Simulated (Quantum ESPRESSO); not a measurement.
# CoO (Pm-3m) in Quantum ESPRESSO: further runs, part 4 of 5

Quantum ESPRESSO 7.5. Earlier steps stand in the parts before.

### Step 5. Phonons, revPBE, collinear spin, ferromagnetic start

Contents of pw.in:

```
&CONTROL
  calculation = 'scf'
  prefix = 'pwscf'
  outdir = './tmp'
  pseudo_dir = './pseudo'
  tprnfor = .true.
  tstress = .true.
  disk_io = 'low'
/
&SYSTEM
  ibrav = 0
  A = 2.57052631
  nat = 2
  ntyp = 2
  ecutwfc = 96
  nbnd = 21
  input_dft = 'revpbe'
  occupations = 'smearing'
  smearing = 'fd'
  degauss = 0.00367493
  nspin = 2
  starting_magnetization(1) = 0.1176
  starting_magnetization(2) = 0
/
&ELECTRONS
  conv_thr = 4d-10
  electron_maxstep = 120
  mixing_beta = 0.3
/
ATOMIC_SPECIES
Co    58.9332 Co.upf
O     15.9990 O.upf
CELL_PARAMETERS alat
   1.0000000000    0.0000000000    0.0000000000
   0.0000000000    1.0000000000    0.0000000000
   0.0000000000    0.0000000000    1.0000000000
ATOMIC_POSITIONS alat
Co     0.0000000000    0.0000000000    0.0000000000
O      0.5000000000    0.5000000000    0.5000000000
K_POINTS automatic
6 6 6 1 1 1
```

Contents of relax.in:

```
&CONTROL
  calculation = 'vc-relax'
  prefix = 'pwscf'
  outdir = './tmp'
  pseudo_dir = './pseudo'
  tprnfor = .true.
  tstress = .true.
  disk_io = 'low'
  nstep = 40
  forc_conv_thr = 0.0001
  etot_conv_thr = 1d-06
/
&SYSTEM
  ibrav = 0
  A = 2.57052631
  nat = 2
  ntyp = 2
  ecutwfc = 96
  nbnd = 21
  input_dft = 'revpbe'
  occupations = 'smearing'
  smearing = 'fd'
  degauss = 0.00367493
  nspin = 2
  starting_magnetization(1) = 0.1176
  starting_magnetization(2) = 0
/
&ELECTRONS
  conv_thr = 4d-10
  electron_maxstep = 120
  mixing_beta = 0.3
/
&IONS
  ion_dynamics = 'bfgs'
/
&CELL
  cell_dynamics = 'bfgs'
  press = 0
  press_conv_thr = 0.2
/
ATOMIC_SPECIES
Co    58.9332 Co.upf
O     15.9990 O.upf
CELL_PARAMETERS alat
   1.0000000000    0.0000000000    0.0000000000
   0.0000000000    1.0000000000    0.0000000000
   0.0000000000    0.0000000000    1.0000000000
ATOMIC_POSITIONS alat
Co     0.0000000000    0.0000000000    0.0000000000
O      0.5000000000    0.5000000000    0.5000000000
K_POINTS automatic
6 6 6 1 1 1
```

Contents of scf2.in:

```
&CONTROL
  calculation = 'scf'
  prefix = 'pwscf'
  outdir = './tmp'
  pseudo_dir = './pseudo'
  tprnfor = .true.
  tstress = .true.
  disk_io = 'low'
/
&SYSTEM
  ibrav = 0
  A = 2.62992974
  nat = 2
  ntyp = 2
  ecutwfc = 96
  nbnd = 21
  input_dft = 'revpbe'
  occupations = 'smearing'
  smearing = 'fd'
  degauss = 0.00367493
  nspin = 2
  starting_magnetization(1) = 0.1176
  starting_magnetization(2) = 0
/
&ELECTRONS
  conv_thr = 1d-13
  electron_maxstep = 120
  mixing_beta = 0.3
  startingpot = 'file'
  startingwfc = 'file'
/
ATOMIC_SPECIES
Co    58.9332 Co.upf
O     15.9990 O.upf
CELL_PARAMETERS alat
   0.9999999993    0.0000000000    0.0000000000
   0.0000000000    0.9999999993    0.0000000000
   0.0000000000    0.0000000000    0.9999999993
ATOMIC_POSITIONS alat
Co     0.0000000000    0.0000000000    0.0000000000
O      0.4999999996    0.4999999996    0.4999999996
K_POINTS automatic
6 6 6 1 1 1
```

Contents of ph.in:

```
phonons of CoO
&INPUTPH
  prefix = 'pwscf'
  outdir = './tmp'
  tr2_ph = 1d-16
  fildyn = 'dyn'
  niter_ph = 60
  alpha_mix(1) = 0.4
/
0.0000000000 0.0000000000 0.0000000000
```

Contents of dynmat.in:

```
&INPUT
  fildyn = 'dyn'
  asr = 'crystal'
  filout = 'dynmat.disp'
  fileig = 'dynmat.eig'
/
```

Potentials or basis: PseudoDojo 0.4.1 SR PBE standard.

Started as:

```bash
> OMP_NUM_THREADS=1 pw.x -in pw.in > pw.out
> OMP_NUM_THREADS=1 pw.x -in relax.in > relax.out
> OMP_NUM_THREADS=1 pw.x -in scf2.in > scf2.out
> OMP_NUM_THREADS=1 ph.x -in ph.in > ph.out
> OMP_NUM_THREADS=1 dynmat.x -in dynmat.in > dynmat.out
```

pw.out:

```text
This program is part of the open-source Quantum ESPRESSO suite
     for quantum simulation of materials; please cite
         "P. Giannozzi et al., J. Phys.:Condens. Matter 21 395502 (2009);
         "P. Giannozzi et al., J. Phys.:Condens. Matter 29 465901 (2017);
         "P. Giannozzi et al., J. Chem. Phys. 152 154105 (2020);
     in publications or presentations arising from this work. More details at

     IMPORTANT: XC functional enforced from input :
     Exchange-correlation= REVPBE
                           (   1   4   4   4   0   0   0)
     Any further DFT definition will be discarded
     Please, verify this is what you really want

     Message from routine setup:
     using ibrav=0 with symmetry is DISCOURAGED, use correct ibrav instead

     G-vector sticks info
     --------------------
     sticks:   dense  smooth     PW     G-vecs:    dense   smooth      PW
[... 300 lines left out ...]
   -77.7308 -40.8801 -40.8791 -40.8791  -3.2759  13.2699  13.2726  13.2726
    14.9822  14.9822  17.2484  17.2484  17.3314  19.8129  32.4694  32.4694
    36.8616  38.7760  38.7760  45.6959  45.6959
[... 51 lines left out ...]
   -77.6986 -40.9695 -40.9686 -40.9686  -0.4094  10.2910  10.2910  10.5453
    17.0669  17.0669  17.8432  18.6367  18.6367  23.9685  24.8831  24.8831
    34.8521  39.4080  39.4080  39.4480  53.8661

     the Fermi energy is    16.7286 ev

!    total energy              =    -339.10415193 Ry
     estimated scf accuracy    <          1.3E-10 Ry
     smearing contrib. (-TS)   =      -0.00100789 Ry
     internal energy E=F+TS    =    -339.10314404 Ry

     The total energy is F=E-TS. E is the sum of the following terms:
     one-electron contribution =    -135.40322418 Ry
     hartree contribution      =      84.43187652 Ry
     xc contribution           =     -64.62251352 Ry
     ewald contribution        =    -223.50928286 Ry

     total magnetization       =     3.00 Bohr mag/cell
     absolute magnetization    =     3.04 Bohr mag/cell

     convergence has been achieved in  13 iterations

     Forces acting on atoms (cartesian axes, Ry/au):

     atom    1 type  1   force =     0.00000000    0.00000000    0.00000000
     atom    2 type  2   force =     0.00000000    0.00000000    0.00000000

     Total force =     0.000000     Total SCF correction =     0.000000

     Computing stress (Cartesian axis) and pressure

          total   stress  (Ry/bohr**3)                   (kbar)     P=      152.31
   0.00103536   0.00000000   0.00000000          152.31        0.00        0.00
   0.00000000   0.00103536   0.00000000            0.00      152.31        0.00
   0.00000000   0.00000000   0.00103536            0.00        0.00      152.31

=------------------------------------------------------------------------------=
   JOB DONE.
=------------------------------------------------------------------------------=
```

relax.out:

```text
This program is part of the open-source Quantum ESPRESSO suite
     for quantum simulation of materials; please cite
         "P. Giannozzi et al., J. Phys.:Condens. Matter 21 395502 (2009);
         "P. Giannozzi et al., J. Phys.:Condens. Matter 29 465901 (2017);
         "P. Giannozzi et al., J. Chem. Phys. 152 154105 (2020);
[... 1697 lines left out ...]
   0.00000000   0.00001292   0.00000000            0.00        1.90        0.00
   0.00000000   0.00000000   0.00001292            0.00        0.00        1.90

=------------------------------------------------------------------------------=
   JOB DONE.
=------------------------------------------------------------------------------=
```

scf2.out:

```text
This program is part of the open-source Quantum ESPRESSO suite
     for quantum simulation of materials; please cite
         "P. Giannozzi et al., J. Phys.:Condens. Matter 21 395502 (2009);
         "P. Giannozzi et al., J. Phys.:Condens. Matter 29 465901 (2017);
         "P. Giannozzi et al., J. Chem. Phys. 152 154105 (2020);
[... 300 lines left out ...]
   0.00000000   0.00001288   0.00000000            0.00        1.89        0.00
   0.00000000   0.00000000   0.00001288            0.00        0.00        1.89

=------------------------------------------------------------------------------=
   JOB DONE.
=------------------------------------------------------------------------------=
```

Wall time 5 min (1 thread of Arm Neoverse N1, shared host); peak memory 0.07 GiB.

Results:

```
Free energy                                           : -4613.8019 eV
Relaxed volume                                        : 9.09 Å³/atom
Relaxed cell                                          : a = 2.630 Å, b = 2.630 Å, c = 2.630 Å, α = 90.00°, β = 90.00°, γ = 90.00°
Space group after relaxing (to 0.05 Å)                : Pm-3m (No. 221)
Pressure after relaxing                               : 0.2 GPa
Band gap on the k mesh                                : none (metal or under the smearing width)
Net moment                                            : 3.00 μB per cell
Absolute moment                                       : 3.05 μB per cell
Site moments                                          : Co +2.49; O +0.47 μB
Valence electrons inside the program's atomic spheres : Co 14.86; O 5.95
Highest phonon frequency at Γ                         : 8 cm⁻¹
Most unstable mode                                    : 115i cm⁻¹
```

The path:
```tsv
step	energy change (eV)	largest force (eV/Å)	pressure (GPa)	volume (Å³)
1	0.0000	0.0000	15.23	16.99
2	-0.0532	0.0000	-1.52	18.34
3	-0.0539	0.0000	-0.17	18.21
4	-0.0539	0.0000	0.01	18.19
```

Final structure:
```xyz
2
Lattice="2.6299 0.0000 0.0000 0.0000 2.6299 0.0000 0.0000 0.0000 2.6299" Properties=species:S:1:pos:R:3 pbc="T T T"
Co    0.0000    0.0000    0.0000
O     1.3150    1.3150    1.3150
```

Phonon frequencies in cm⁻¹ (negative: imaginary):
```
              q point           frequencies
(0.000, 0.000, 0.000)  -115 -115 -115 8 8 8
```

Optical modes at Γ, degenerate ones joined:
| cm⁻¹ | components | symmetry | active in |
| --- | --- | --- | --- |
| 116i | 3 | T1u | IR |

Caveat: the k mesh is coarse (spacing up to 0.41 Å⁻¹), so the values aren't converged; the mesh is thin for the phonons of a metal; the potentials were made for another functional, which shifts forces and pressure; some modes are imaginary; a cell with one magnetic atom can't hold antiferromagnetic order, which such compounds often take; semilocal functionals often make such compounds metallic where correlation or magnetic order opens a gap, which also shifts bond lengths.

### Step 6. Phonons, RPBE, collinear spin, ferromagnetic start

pw.in: that of step 5 with these lines changed.

```diff
@@ -16,3 +16,3 @@
   nbnd = 21
-  input_dft = 'revpbe'
+  input_dft = 'rpbe'
   occupations = 'smearing'
```

relax.in: that of step 5 with these lines changed.

```diff
@@ -19,3 +19,3 @@
   nbnd = 21
-  input_dft = 'revpbe'
+  input_dft = 'rpbe'
   occupations = 'smearing'
```

scf2.in: that of step 5 with these lines changed.

```diff
@@ -11,3 +11,3 @@
   ibrav = 0
-  A = 2.62992974
+  A = 2.63748909
   nat = 2
@@ -16,3 +16,3 @@
   nbnd = 21
-  input_dft = 'revpbe'
+  input_dft = 'rpbe'
   occupations = 'smearing'
@@ -35,8 +35,8 @@
 CELL_PARAMETERS alat
-   0.9999999993    0.0000000000    0.0000000000
-   0.0000000000    0.9999999993    0.0000000000
-   0.0000000000    0.0000000000    0.9999999993
+   0.9999999994    0.0000000000    0.0000000000
+   0.0000000000    0.9999999994    0.0000000000
+   0.0000000000    0.0000000000    0.9999999994
 ATOMIC_POSITIONS alat
 Co     0.0000000000    0.0000000000    0.0000000000
-O      0.4999999996    0.4999999996    0.4999999996
+O      0.4999999997    0.4999999997    0.4999999997
 K_POINTS automatic
```

ph.in is that of step 5.

dynmat.in is that of step 5.

Potentials or basis: PseudoDojo 0.4.1 SR PBE standard.

Started as:

```bash
> OMP_NUM_THREADS=1 pw.x -in pw.in > pw.out
> OMP_NUM_THREADS=1 pw.x -in relax.in > relax.out
> OMP_NUM_THREADS=1 pw.x -in scf2.in > scf2.out
> OMP_NUM_THREADS=1 ph.x -in ph.in > ph.out
> OMP_NUM_THREADS=1 dynmat.x -in dynmat.in > dynmat.out
```

pw.out:

```text
This program is part of the open-source Quantum ESPRESSO suite
     for quantum simulation of materials; please cite
         "P. Giannozzi et al., J. Phys.:Condens. Matter 21 395502 (2009);
         "P. Giannozzi et al., J. Phys.:Condens. Matter 29 465901 (2017);
         "P. Giannozzi et al., J. Chem. Phys. 152 154105 (2020);
     in publications or presentations arising from this work. More details at

     IMPORTANT: XC functional enforced from input :
     Exchange-correlation= RPBE
                           (   1   4  44   4   0   0   0)
     Any further DFT definition will be discarded
     Please, verify this is what you really want

     Message from routine setup:
     using ibrav=0 with symmetry is DISCOURAGED, use correct ibrav instead

     G-vector sticks info
     --------------------
     sticks:   dense  smooth     PW     G-vecs:    dense   smooth      PW
     Sum         725     725    221                14531    14531    2373

     Using Slab Decomposition

     bravais-lattice index     =            0
     lattice parameter (alat)  =       4.8576  a.u.
     unit-cell volume          =     114.6206 (a.u.)^3
     number of atoms/cell      =            2
     number of atomic types    =            2
     number of electrons       =        23.00
     number of Kohn-Sham states=           21
     kinetic-energy cutoff     =      96.0000  Ry
     charge density cutoff     =     384.0000  Ry
     scf convergence threshold =      4.0E-10
     mixing beta               =       0.3000
     number of iterations used =            8  plain     mixing
     Exchange-correlation= RPBE
                           (   1   4  44   4   0   0   0)

     celldm(1)=   4.857591  celldm(2)=   0.000000  celldm(3)=   0.000000
     celldm(4)=   0.000000  celldm(5)=   0.000000  celldm(6)=   0.000000

     crystal axes: (cart. coord. in units of alat)
               a(1) = (   1.000000   0.000000   0.000000 )
               a(2) = (   0.000000   1.000000   0.000000 )
               a(3) = (   0.000000   0.000000   1.000000 )

     reciprocal axes: (cart. coord. in units 2 pi/alat)
               b(1) = (  1.000000  0.000000  0.000000 )
               b(2) = (  0.000000  1.000000  0.000000 )
               b(3) = (  0.000000  0.000000  1.000000 )

     PseudoPot. # 1 for Co read from file:
     Co.upf
     Pseudo is Norm-conserving + core correction, Zval = 17.0
     Generated using ONCVPSP code by D. R. Hamann
     Using radial grid of 1388 points,  6 beta functions with:
                l(1) =   0
                l(2) =   0
                l(3) =   1
                l(4) =   1
                l(5) =   2
                l(6) =   2
[... 38 lines left out ...]
        k(    8) = (   0.2500000   0.2500000   0.4166667), wk =   0.1111111
        k(    9) = (   0.2500000   0.4166667   0.4166667), wk =   0.1111111
        k(   10) = (   0.4166667   0.4166667   0.4166667), wk =   0.0370370

     Dense  grid:    14531 G-vectors     FFT dimensions: (  32,  32,  32)

     Generating pointlists ...
     new r_m :   0.3572 (alat units)  1.7353 (a.u.) for type    1
     new r_m :   0.3572 (alat units)  1.7353 (a.u.) for type    2

     Initial potential from superposition of free atoms

     starting charge      22.9997, renormalised to      23.0000
     Starting wfcs are   14 randomized atomic wfcs +    7 random wfcs

     Self-consistent Calculation

     iteration #  1     ecut=    96.00 Ry     beta= 0.30
     Davidson diagonalization with overlap
     ethr =  1.00E-02,  avg # of iterations =  5.3

     Threshold (ethr) on eigenvalues was too large:
     Diagonalizing with lowered threshold

     Davidson diagonalization with overlap
     ethr =  9.83E-04,  avg # of iterations =  1.0

     total energy              =    -339.08410713 Ry
     estimated scf accuracy    <       0.22644548 Ry
[... 114 lines left out ...]
     iteration # 13     ecut=    96.00 Ry     beta= 0.30
     Davidson diagonalization with overlap
     ethr =  5.10E-12,  avg # of iterations =  1.4

     Magnetic moment per site  (integrated on atomic sphere of radius R)
     atom   1 (R=0.357)  charge= 14.8582  magn=  2.4916
     atom   2 (R=0.357)  charge=  5.9592  magn=  0.4814

     End of self-consistent calculation

 ------ SPIN UP ------------

          k = 0.0833 0.0833 0.0833 (  1830 PWs)   bands (ev):

   -80.2781 -43.5896 -43.5888 -43.5888  -3.9410  11.8894  11.8894  12.2912
    13.3783  13.3783  14.4472  14.4472  14.5026  19.1178  31.9573  31.9573
    36.2705  38.2618  38.2618  45.4752  45.4752
[... 51 lines left out ...]
   -80.2484 -43.6696 -43.6689 -43.6689  -1.2704   9.1392   9.1392   9.4709
    14.7501  14.7501  15.3668  16.1023  16.1023  23.5701  24.6014  24.6014
    33.9629  38.7481  38.7481  38.7572  53.4274

 ------ SPIN DOWN ----------

          k = 0.0833 0.0833 0.0833 (  1830 PWs)   bands (ev):

   -77.7030 -40.8509 -40.8499 -40.8499  -3.2431  13.3066  13.3066  13.3074
    15.0141  15.0141  17.2935  17.2935  17.3772  19.8609  32.5022  32.5022
    36.9231  38.8345  38.8345  45.7360  45.7360
[... 51 lines left out ...]
   -77.6708 -40.9401 -40.9393 -40.9393  -0.3800  10.3319  10.3319  10.5849
    17.0932  17.0932  17.8851  18.6750  18.6750  24.0181  24.9294  24.9294
    34.9361  39.4454  39.4454  39.4860  53.9210

     the Fermi energy is    16.7713 ev

!    total energy              =    -339.13862418 Ry
     estimated scf accuracy    <          3.8E-10 Ry
     smearing contrib. (-TS)   =      -0.00102558 Ry
     internal energy E=F+TS    =    -339.13759861 Ry

     The total energy is F=E-TS. E is the sum of the following terms:
     one-electron contribution =    -135.44401993 Ry
     hartree contribution      =      84.48659522 Ry
     xc contribution           =     -64.67089103 Ry
     ewald contribution        =    -223.50928286 Ry

     total magnetization       =     3.00 Bohr mag/cell
     absolute magnetization    =     3.04 Bohr mag/cell

     convergence has been achieved in  13 iterations

     Forces acting on atoms (cartesian axes, Ry/au):

     atom    1 type  1   force =     0.00000000    0.00000000    0.00000000
     atom    2 type  2   force =     0.00000000    0.00000000    0.00000000

     Total force =     0.000000     Total SCF correction =     0.000000

     Computing stress (Cartesian axis) and pressure

          total   stress  (Ry/bohr**3)                   (kbar)     P=      170.00
   0.00115563   0.00000000   0.00000000          170.00        0.00        0.00
   0.00000000   0.00115563   0.00000000            0.00      170.00        0.00
   0.00000000   0.00000000   0.00115563            0.00        0.00      170.00

=------------------------------------------------------------------------------=
   JOB DONE.
=------------------------------------------------------------------------------=
```

scf2.out:

```text
This program is part of the open-source Quantum ESPRESSO suite
     for quantum simulation of materials; please cite
         "P. Giannozzi et al., J. Phys.:Condens. Matter 21 395502 (2009);
         "P. Giannozzi et al., J. Phys.:Condens. Matter 29 465901 (2017);
         "P. Giannozzi et al., J. Chem. Phys. 152 154105 (2020);
[... 300 lines left out ...]
   0.00000000   0.00001623   0.00000000            0.00        2.39        0.00
   0.00000000   0.00000000   0.00001623            0.00        0.00        2.39

=------------------------------------------------------------------------------=
   JOB DONE.
=------------------------------------------------------------------------------=
```

It took 5 min on 1 thread of Arm Neoverse N1, shared host; peak memory 0.07 GiB.

Results:

```yaml
Free_energy: -4614.2848 eV
Relaxed_volume: 9.17 Å³/atom
Relaxed_cell: a = 2.637 Å, b = 2.637 Å, c = 2.637 Å, α = 90.00°, β = 90.00°, γ = 90.00°
Space_group_after_relaxing_to_0.05_Å: Pm-3m (No. 221)
Pressure_after_relaxing: 0.2 GPa
Band_gap_on_the_k_mesh: none (metal or under the smearing width)
Net_moment: 3.00 μB per cell
Absolute_moment: 3.05 μB per cell
Site_moments: Co +2.50; O +0.47 μB
Valence_electrons_inside_the_program's_atomic_spheres: Co 14.86; O 5.96
Highest_phonon_frequency_at_Γ: 9 cm⁻¹
Most_unstable_mode: 118i cm⁻¹
```

The path:
```tsv
step	energy change (eV)	largest force (eV/Å)	pressure (GPa)	volume (Å³)
1	0.0000	0.0000	17.00	16.99
2	-0.0668	0.0000	-1.51	18.50
3	-0.0675	0.0000	-0.19	18.37
4	-0.0675	0.0000	0.01	18.35
```

Final structure:
```cif
data_structure
_symmetry_space_group_name_H-M 'P 1'
_symmetry_Int_Tables_number 1
_cell_length_a 2.6375
_cell_length_b 2.6375
_cell_length_c 2.6375
_cell_angle_alpha 90.000
_cell_angle_beta 90.000
_cell_angle_gamma 90.000
_cell_volume 18.35
loop_
_atom_site_label
_atom_site_type_symbol
_atom_site_fract_x
_atom_site_fract_y
_atom_site_fract_z
_atom_site_occupancy
Co1 Co 0.00000 0.00000 0.00000 1
O1 O 0.50000 0.50000 0.50000 1
```

Phonon frequencies in cm⁻¹ (negative: imaginary):
| q point | frequencies |
| --- | --- |
| (0.000, 0.000, 0.000) | -118 -118 -118 9 9 9 |

Optical modes at Γ, degenerate ones joined:
| cm⁻¹ | components | symmetry | active in |
| --- | --- | --- | --- |
| 119i | 3 | T1u | IR |

Caveat: the k mesh is coarse (spacing up to 0.41 Å⁻¹), so the values aren't converged; the mesh is thin for the phonons of a metal; the potentials were made for another functional, which shifts forces and pressure; some modes are imaginary; a cell with one magnetic atom can't hold antiferromagnetic order, which such compounds often take; semilocal functionals often make such compounds metallic where correlation or magnetic order opens a gap, which also shifts bond lengths.

(Continued in part 5 of 5.)
